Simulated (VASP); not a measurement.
Crystal: GaS.

```
Ga S
1.0
     3.58824    0.00000    0.00000
    -1.79412    3.10751    0.00000
     0.00000    0.00000   15.42278
Ga S
4 4
Direct
  0.33333 0.66667 0.17063
  0.66667 0.33333 0.67063
  0.33333 0.66667 0.32937
  0.66667 0.33333 0.82937
  0.33333 0.66667 0.59996
  0.66667 0.33333 0.09996
  0.33333 0.66667 0.90004
  0.66667 0.33333 0.40004
```

Base run:

- Program: VASP 6.6.1
- Functional: PBE-EpsX
- Potentials or basis: VASP PAW PBE potentials, release 64 (Ga_d, S)
- Cutoff: 520 eV
- k mesh: 6 × 6 × 1
- Occupations: gaussian, width 0.03 eV
- Spin: no spin polarisation

Its results: band gap on the k mesh 2.43 eV, indirect (least direct gap 2.70 eV); pressure 0.8 GPa; largest force 0.220 eV/Å.

Problem. The run is repeated on the same cell with these changes: functional from PBE-EpsX to PBE; further incar settings from ALGO = Normal; EDIFF = 1e-06; NBANDS = 48 to ALGO = Fast; EDIFF = 1e-06; NBANDS = 48. What comes out?

Solution. Band gap on the k mesh 1.56 eV, indirect (least direct gap 1.67 eV); pressure 2.2 GPa; largest force 0.029 eV/Å.

Caveats: the PAW data sets were made with another functional, which shifts forces and pressure a little (some runs); this functional lacks dispersion, which binds the layers, so the pressure and a relaxed spacing across them are unreliable (some runs).
